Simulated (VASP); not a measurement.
# Ni (Fm-3m) in VASP: band structure with PBE

Aim: the band structure of Ni with PBE.

All numbers are computed with VASP 6.6.1; they aren't measurements. Logs are shortened: lines on timing, memory, paths and dates and some standing lists are left out, and cuts for length are marked.

### 1 The crystal as given

Symmetry: Fm-3m, No. 225, cubic system. Conventional cell: a = 3.521 Å, b = 3.521 Å, c = 3.521 Å, α = 90.00°, β = 90.00°, γ = 90.00°. Ni (site symmetry m-3m) has 12 Ni at 2.49 Å as nearest neighbours.

### 2 Band structure, PBE, collinear spin, ferromagnetic start

POSCAR

```
Ni                                      
1.0
    0.0000000000      1.7605504558      1.7605504558
    1.7605504558     -0.0000000000      1.7605504558
    1.7605504558      1.7605504558     -0.0000000000
  Ni            
     1
Direct
     0.0000000000000000    0.0000000000000000    0.0000000000000000
```

INCAR.step1

```
SYSTEM = Ni
ALGO     = Fast           ! electronic algorithm
EDIFF    = 1E-7           ! SCF threshold, eV
ENCUT    = 520            ! plane-wave cutoff, eV
GGA      = PE             ! functional
ISIF     = 2              ! what is computed and relaxed
ISMEAR   = 0              ! smearing method
ISPIN    = 2              ! spin polarisation
LASPH    = .TRUE.         ! aspherical terms in the spheres
LCHARG   = .TRUE.         ! write CHGCAR
LMAXMIX  = 4              ! l up to which the mixer works
LORBIT   = 11             ! projections on sites
LREAL    = .FALSE.        ! projectors in reciprocal space
LWAVE    = .FALSE.        ! write WAVECAR
MAGMOM   = 0.8            ! initial moments
NBANDS   = 15             ! bands
NELM     = 150            ! most SCF steps
PREC     = Accurate       ! precision mode
SIGMA    = 0.3            ! smearing width, eV
```

KPOINTS.step1

```
k-points
0
G
  20 20 20
  0 0 0
```

INCAR.step2

```
SYSTEM = Ni
ALGO     = Fast           ! electronic algorithm
EDIFF    = 1E-7           ! SCF threshold, eV
ENCUT    = 520            ! plane-wave cutoff, eV
GGA      = PE             ! functional
ICHARG   = 11             ! starting density
ISIF     = 2              ! what is computed and relaxed
ISMEAR   = 0              ! smearing method
ISPIN    = 2              ! spin polarisation
LASPH    = .TRUE.         ! aspherical terms in the spheres
LCHARG   = .FALSE.        ! write CHGCAR
LMAXMIX  = 4              ! l up to which the mixer works
LORBIT   = 11             ! projections on sites
LREAL    = .FALSE.        ! projectors in reciprocal space
LWAVE    = .FALSE.        ! write WAVECAR
MAGMOM   = 0.8            ! initial moments
NBANDS   = 15             ! bands
NELM     = 150            ! most SCF steps
PREC     = Accurate       ! precision mode
SIGMA    = 0.05           ! smearing width, eV
```

KPOINTS.step2

```
path GXWKGLUWLK,UX
20
line-mode
reciprocal
 0.0000000000  0.0000000000  0.0000000000  G
 0.5000000000  0.0000000000  0.5000000000  X

 0.5000000000  0.0000000000  0.5000000000  X
 0.5000000000  0.2500000000  0.7500000000  W

 0.5000000000  0.2500000000  0.7500000000  W
 0.3750000000  0.3750000000  0.7500000000  K

 0.3750000000  0.3750000000  0.7500000000  K
 0.0000000000  0.0000000000  0.0000000000  G

 0.0000000000  0.0000000000  0.0000000000  G
 0.5000000000  0.5000000000  0.5000000000  L

 0.5000000000  0.5000000000  0.5000000000  L
 0.6250000000  0.2500000000  0.6250000000  U

 0.6250000000  0.2500000000  0.6250000000  U
 0.5000000000  0.2500000000  0.7500000000  W

 0.5000000000  0.2500000000  0.7500000000  W
 0.5000000000  0.5000000000  0.5000000000  L

 0.5000000000  0.5000000000  0.5000000000  L
 0.3750000000  0.3750000000  0.7500000000  K

 0.6250000000  0.2500000000  0.6250000000  U
 0.5000000000  0.0000000000  0.5000000000  X
```

Potentials or basis: VASP PAW PBE potentials, release 64 (Ni).

Started as:

```bash
$ cat potpaw_PBE.64/Ni/POTCAR > POTCAR
$ cp INCAR.step1 INCAR
$ cp KPOINTS.step1 KPOINTS
$ mpirun -np 1 vasp_std > vasp.out
$ cp INCAR.step2 INCAR
$ cp KPOINTS.step2 KPOINTS
$ mpirun -np 1 vasp_std > vasp.out
```

OUTCAR:

```text
SYSTEM = Ni
   EDIFF = 1E-7
   ENCUT = 520
   GGA = PE
   ICHARG = 11
   ISIF = 2
   ISMEAR = 0
   ISPIN = 2
   LASPH = .TRUE.
   LORBIT = 11
   LREAL = .FALSE.
   NELM = 150
   PREC = Accurate

 ion  position               nearest neighbor table
   1  0.000  0.000  0.000-

  LATTYP: Found a face centered cubic cell.
 ALAT       =     3.5211009116

  Lattice vectors:

 A1 = (   0.0000000000,   1.7605504558,   1.7605504558)
 A2 = (   1.7605504558,   0.0000000000,   1.7605504558)
 A3 = (   1.7605504558,   1.7605504558,   0.0000000000)

Analysis of symmetry for initial positions (statically):
=====================================================================
 Subroutine PRICEL returns:
 Original cell was already a primitive cell.

 Routine SETGRP: Setting up the symmetry group for a
 face centered cubic supercell.

 Subroutine GETGRP returns: Found 48 space group operations
 (whereof 48 operations were pure point group operations)
 out of a pool of 48 trial point group operations.

The static configuration has the point symmetry O_h .

Analysis of symmetry for dynamics (positions and initial velocities):
=====================================================================
 Subroutine PRICEL returns:
 Original cell was already a primitive cell.

 Routine SETGRP: Setting up the symmetry group for a
 face centered cubic supercell.

 Subroutine GETGRP returns: Found 48 space group operations
 (whereof 48 operations were pure point group operations)
 out of a pool of 48 trial point group operations.

The dynamic configuration has the point symmetry O_h .

Analysis of structural, dynamic, and magnetic symmetry:
=====================================================================
 Subroutine PRICEL returns:
 Original cell was already a primitive cell.

 Routine SETGRP: Setting up the symmetry group for a
 face centered cubic supercell.

 Subroutine GETGRP returns: Found 48 space group operations
 (whereof 48 operations were pure point group operations)
 out of a pool of 48 trial point group operations.

The overall configuration has the point symmetry O_h .

 Subroutine INISYM returns: Found 48 space group operations
 (whereof 48 operations are pure point group operations),
 and found     1 'primitive' translations

----------------------------------------------------------------------------------------

                                     Primitive cell

  volume of cell :      10.9138

  direct lattice vectors                    reciprocal lattice vectors
     0.000000000  1.760550456  1.760550456    -0.284002085  0.284002085  0.284002085
     1.760550456  0.000000000  1.760550456     0.284002085 -0.284002085  0.284002085
     1.760550456  1.760550456  0.000000000     0.284002085  0.284002085 -0.284002085

  length of vectors
     2.489794332  2.489794332  2.489794332     0.491906040  0.491906040  0.491906040

  position of ions in fractional coordinates (direct lattice)
     0.000000000  0.000000000  0.000000000

  ion indices of the primitive-cell ions
   primitive index   ion index
                 1           1

----------------------------------------------------------------------------------------

 KPOINTS: path GXWKGLUWLK,UX

Interpolating k-points between supplied coordinates.

 Line segments in fractional coordinates (reciprocal lattice):
    0.000000  0.000000  0.000000  ...  0.500000  0.000000  0.500000
    0.500000  0.000000  0.500000  ...  0.500000  0.250000  0.750000
    0.500000  0.250000  0.750000  ...  0.375000  0.375000  0.750000
    0.375000  0.375000  0.750000  ...  0.000000  0.000000  0.000000
    0.000000  0.000000  0.000000  ...  0.500000  0.500000  0.500000
    0.500000  0.500000  0.500000  ...  0.625000  0.250000  0.625000
    0.625000  0.250000  0.625000  ...  0.500000  0.250000  0.750000
    0.500000  0.250000  0.750000  ...  0.500000  0.500000  0.500000
    0.500000  0.500000  0.500000  ...  0.375000  0.375000  0.750000
    0.625000  0.250000  0.625000  ...  0.500000  0.000000  0.500000

 Generated    20 points on each line segment, for a total of    200 k-points:

 Following reciprocal coordinates:
            Coordinates               Weight
  0.000000  0.000000  0.000000      0.005000
  0.026316  0.000000  0.026316      0.005000
  0.052632  0.000000  0.052632      0.005000
  0.078947  0.000000  0.078947      0.005000
  0.105263  0.000000  0.105263      0.005000
  0.131579  0.000000  0.131579      0.005000
[... 16 lines left out ...]
  0.500000  0.026316  0.526316      0.005000
  0.500000  0.039474  0.539474      0.005000
 [... further k-points ...]
   k-points           NKPTS =    200   k-points in BZ     NKDIM =    200   number of bands    NBANDS=     15
   number of dos      NEDOS =    301   number of ions     NIONS =      1
   total plane-waves  NPLWV =   8000
   dimension x,y,z NGX =    20 NGY =   20 NGZ =   20
   dimension x,y,z NGXF=    40 NGYF=   40 NGZF=   40
   ions per type =               1
   NGX,Y,Z   is equivalent  to a cutoff of  13.35, 13.35, 13.35 a.u.
   NGXF,Y,Z  is equivalent  to a cutoff of  26.71, 26.71, 26.71 a.u.
 SYSTEM =  Ni
   PREC   = accura    normal or accurate (medium, high low for compatibility)
   ISTART =      0    job   : 0-new  1-cont  2-samecut
   ICHARG =     11    charge: 1-file 2-atom 10-const
   ISPIN  =      2    spin polarized calculation?
   LNONCOLLINEAR =      F non collinear calculations
   LSORBIT =      F    spin-orbit coupling
   LASPH  =      T    aspherical Exc in radial PAW
   ENCUT  =  520.0 eV  38.22 Ry    6.18 a.u.   4.63  4.63  4.63*2*pi/ulx,y,z
   NELM   =    150;   NELMIN=  2; NELMDL=  0     # of ELM steps
   EDIFF  = 0.1E-06   stopping-criterion for ELM
   LREAL  =      F    real-space projection
   EDIFFG = 0.1E-05   stopping-criterion for IOM
   NSW    =      0    number of steps for IOM
   IBRION =     -1    ionic relax: 0-MD 1-quasi-New 2-CG
   NFREE  =      0    steps in history (QN), initial steepest desc. (CG)
   ISIF   =      2    stress and relaxation
   ISYM   =      2    0-nonsym 1-usesym 2-fastsym
   POTIM  = 0.5000    time-step for ionic-motion
   TEBEG  =    0.0;   TEEND  =   0.0 temperature during run
   PSTRESS=    0.0 pullay stress
   NELECT =      10.0000    total number of electrons
   NUPDOWN=      -1.0000    fix difference up-down
   EMIN   =  10.00;   EMAX   =-10.00  energy-range for DOS
   EFERMI =   0.00;   METHOD = LEGACY
   ISMEAR =     0;   SIGMA  =   0.05  broadening in eV -4-tet -1-fermi 0-gaus
   EFERMI_NEDOS =   21; number of points for ismear=-14 and -15
   IALGO  =     68    algorithm
   IMIX   =      4    mixing-type and parameters
     AMIX     =   0.40;   BMIX     =  1.00
     AMIX_MAG =   1.60;   BMIX_MAG =  1.00
  volume/ion in A,a.u.               =      10.91        73.65
  Fermi-wavevector in a.u.,A,eV,Ry     =   1.590070  3.004797 34.399935  2.528324
  Thomas-Fermi vector in A             =   2.688822
   LORBIT       =     11    0 simple, 1 ext, 2 COOP (PROOUT), +10 PAW based schemes
   GGA     = PE    functional components
   LHFCALC =     F    Hartree Fock is set to
   AEXX    =    0.0000 exact exchange contribution
   IVDW    =     0    specifies the selected vdW correction
   LEPSILON=     F    determine dielectric tensor
   LRPA    =     F    only Hartree local field effects (RPA)
 spin polarized calculation
 RMM-DIIS sequential band-by-band and
 Gauss-broadening in eV      SIGMA  =   0.05
  energy-cutoff  :      520.00
  volume of cell :       10.91
 maximum number of plane-waves:       304
 NGX is ok and might be reduce to    20

 number of electron      10.0000010 magnetization       0.6110285

 Free energy of the ion-electron system (eV)
  ---------------------------------------------------
  ext. energy  EPLUGINS =         0.00000000
  ---------------------------------------------------
  free energy    TOTEN  =        -4.68410112 eV

  energy without entropy =       -4.68029917  energy(sigma->0) =       -4.68220015

 E-fermi :   9.4838     XC(G=0): -13.2371

 val. band max:        9.4785502533   @ k =   0.5000   0.5000   0.5000
 cond. band min:       9.4903249671   @ k =   0.5132   0.4737   0.5132
 fundamental gap:      0.0117747137
 Fermi energy:         9.4838300752

 spin component 1

 k-point     1 :       0.0000    0.0000    0.0000
  band No.  band energies     occupation
      1       0.3420      1.00000
      2       6.9297      1.00000
      3       6.9297      1.00000
      4       6.9297      1.00000
      5       8.0776      1.00000
      6       8.0776      1.00000
      7      33.0281      0.00000
      8      36.8613      0.00000
      9      36.8613      0.00000
     10      36.8613      0.00000
     11      39.7982      0.00000
     12      39.7982      0.00000
     13      39.7982      0.00000
     14      42.7642      0.00000
     15      49.0344      0.00000
[... 397 lines left out ...]
 k-point    24 :       0.5000    0.0395    0.5395
  band No.  band energies     occupation
      1       4.7445      1.00000
      2       5.2002      1.00000
      3       8.6982      1.00000
      4       8.7476      1.00000
      5       8.8834      1.00000
      6      12.0308      0.00000
      7      18.5433      0.00000
      8      23.6316      0.00000
      9      23.8354      0.00000
     10      29.6114      0.00000
     11      32.9936      0.00000
     12      53.0140      0.00000
     13      55.1221      0.00000
     14      57.2138      0.00000
     15      59.5931      0.00000

 [... further k-points ...]

 spin component 2

 k-point     1 :       0.0000    0.0000    0.0000
  band No.  band energies     occupation
      1       0.3111      1.00000
      2       7.6471      1.00000
      3       7.6471      1.00000
      4       7.6471      1.00000
      5       8.6715      1.00000
      6       8.6715      1.00000
      7      32.8716      0.00000
      8      36.8514      0.00000
      9      36.8514      0.00000
     10      36.8514      0.00000
     11      39.8951      0.00000
     12      39.8951      0.00000
     13      39.8951      0.00000
     14      42.6387      0.00000
     15      49.2214      0.00000
[... 397 lines left out ...]
 k-point    24 :       0.5000    0.0395    0.5395
  band No.  band energies     occupation
      1       5.0977      1.00000
      2       5.7866      1.00000
      3       9.3649      0.99961
      4       9.4561      0.78382
      5       9.7053      0.00000
      6      12.0573      0.00000
      7      18.7868      0.00000
      8      23.6688      0.00000
      9      23.8566      0.00000
     10      29.7436      0.00000
     11      33.1247      0.00000
     12      52.9946      0.00000
     13      56.5888      0.00000
     14      57.1444      0.00000
     15      59.7399      0.00000

 [... further k-points ...]
[... 5 lines left out ...]
  --------------------------------------------------------------------------------------
  -------------------------------------------------------------------------------------
  Total       14.3837139     14.3837139     14.3837139     -0.0000000     -0.0000000      0.0000000
  in kB     2111.5734595   2111.5734595   2111.5734595     -0.0000000     -0.0000000      0.0000000
  external PRESSURE =    2111.5734595 kB  Pullay stress =       0.0000000 kB

 VOLUME and BASIS-vectors are now :
 -----------------------------------------------------------------------------
  energy-cutoff  :      520.00
  volume of cell :       10.91
      direct lattice vectors                 reciprocal lattice vectors
     0.000000000  1.760550456  1.760550456    -0.284002085  0.284002085  0.284002085
     1.760550456  0.000000000  1.760550456     0.284002085 -0.284002085  0.284002085
     1.760550456  1.760550456  0.000000000     0.284002085  0.284002085 -0.284002085

 POSITION                                       TOTAL-FORCE (eV/Angst)
 -----------------------------------------------------------------------------------
      0.00000      0.00000      0.00000        -0.000000      0.000000      0.000000
 -----------------------------------------------------------------------------------
    total drift:                                0.000000     -0.000000      0.000000

  FREE ENERGIE OF THE ION-ELECTRON SYSTEM (eV)
  ---------------------------------------------------
  free  energy   TOTEN  =        -4.6841011236 eV

  energy  without entropy=       -4.6802991728  energy(sigma->0) =       -4.68220015

 total charge

# of ion       s       p       d       tot
------------------------------------------
    1        0.369   0.438   8.549   9.357

 magnetization (x)

# of ion       s       p       d       tot
------------------------------------------
    1       -0.006  -0.029   0.586   0.552
```

It took 73 s on 1 thread of Intel Xeon 6975P-C (Granite Rapids), shared host; peak memory 0.17 GiB.

What came out:

```yaml
Band_gap_along_the_path: none (metal or under the smearing width)
Net_moment: 0.61 μB per cell
```

Levels at the corners of the path, in eV from the Fermi level:
Spin up:
```
point  band 2  band 3  band 4  band 5  band 6  band 7  band 8  band 9
    Γ   -2.39   -2.39   -2.39   -1.24   -1.24   23.71   27.55   27.55
    X   -4.14   -0.53   -0.43   -0.43    2.46    9.21   14.81   14.81
    X   -4.14   -0.53   -0.43   -0.43    2.46    9.21   14.81   14.81
    W   -3.02   -3.02   -1.30   -0.43    7.74    7.74    9.96   11.09
    W   -3.02   -3.02   -1.30   -0.43    7.74    7.74    9.96   11.09
    K   -3.67   -2.07   -1.08   -0.68    5.73    7.28    9.94   17.13
    K   -3.67   -2.07   -1.08   -0.68    5.73    7.28    9.94   17.13
    Γ   -2.39   -2.39   -2.39   -1.24   -1.24   23.71   27.55   27.55
    Γ   -2.39   -2.39   -2.39   -1.24   -1.24   23.71   27.55   27.55
    L   -2.38   -2.38   -0.57   -0.57   -0.27    5.67   22.20   24.64
    L   -2.38   -2.38   -0.57   -0.57   -0.27    5.67   22.20   24.64
    U   -3.67   -2.07   -1.08   -0.68    5.73    7.28    9.94   17.13
    U   -3.67   -2.07   -1.08   -0.68    5.73    7.28    9.94   17.13
    W   -3.02   -3.02   -1.30   -0.43    7.74    7.74    9.96   11.09
    W   -3.02   -3.02   -1.30   -0.43    7.74    7.74    9.96   11.09
    L   -2.38   -2.38   -0.57   -0.57   -0.27    5.67   22.20   24.64
    L   -2.38   -2.38   -0.57   -0.57   -0.27    5.67   22.20   24.64
    K   -3.67   -2.07   -1.08   -0.68    5.73    7.28    9.94   17.13
    U   -3.67   -2.07   -1.08   -0.68    5.73    7.28    9.94   17.13
    X   -4.14   -0.53   -0.43   -0.43    2.46    9.21   14.81   14.81
```
Spin down:
```csv
point,band 1,band 2,band 3,band 4,band 5,band 6,band 7,band 8,band 9
Γ,-9.00,-1.67,-1.67,-1.67,-0.64,-0.64,23.56,27.54,27.54
X,-4.26,-3.56,0.09,0.39,0.39,2.43,9.45,14.82,14.82
X,-4.26,-3.56,0.09,0.39,0.39,2.43,9.45,14.82,14.82
W,-3.34,-2.44,-2.44,-0.73,0.39,7.91,7.91,10.12,11.23
W,-3.34,-2.44,-2.44,-0.73,0.39,7.91,7.91,10.12,11.23
K,-3.51,-3.15,-1.48,-0.49,0.12,5.92,7.46,10.13,17.18
K,-3.51,-3.15,-1.48,-0.49,0.12,5.92,7.46,10.13,17.18
Γ,-9.00,-1.67,-1.67,-1.67,-0.64,-0.64,23.56,27.54,27.54
Γ,-9.00,-1.67,-1.67,-1.67,-0.64,-0.64,23.56,27.54,27.54
L,-4.38,-1.77,-1.77,-0.33,0.16,0.16,6.08,22.06,24.72
L,-4.38,-1.77,-1.77,-0.33,0.16,0.16,6.08,22.06,24.72
U,-3.51,-3.15,-1.48,-0.49,0.12,5.92,7.46,10.13,17.18
U,-3.51,-3.15,-1.48,-0.49,0.12,5.92,7.46,10.13,17.18
W,-3.34,-2.44,-2.44,-0.73,0.39,7.91,7.91,10.12,11.23
W,-3.34,-2.44,-2.44,-0.73,0.39,7.91,7.91,10.12,11.23
L,-4.38,-1.77,-1.77,-0.33,0.16,0.16,6.08,22.06,24.72
L,-4.38,-1.77,-1.77,-0.33,0.16,0.16,6.08,22.06,24.72
K,-3.51,-3.15,-1.48,-0.49,0.12,5.92,7.46,10.13,17.18
U,-3.51,-3.15,-1.48,-0.49,0.12,5.92,7.46,10.13,17.18
X,-4.26,-3.56,0.09,0.39,0.39,2.43,9.45,14.82,14.82
```

Caveat: the log is that of the step along the path at fixed density, whose energy, stress, charges and moments have no meaning.
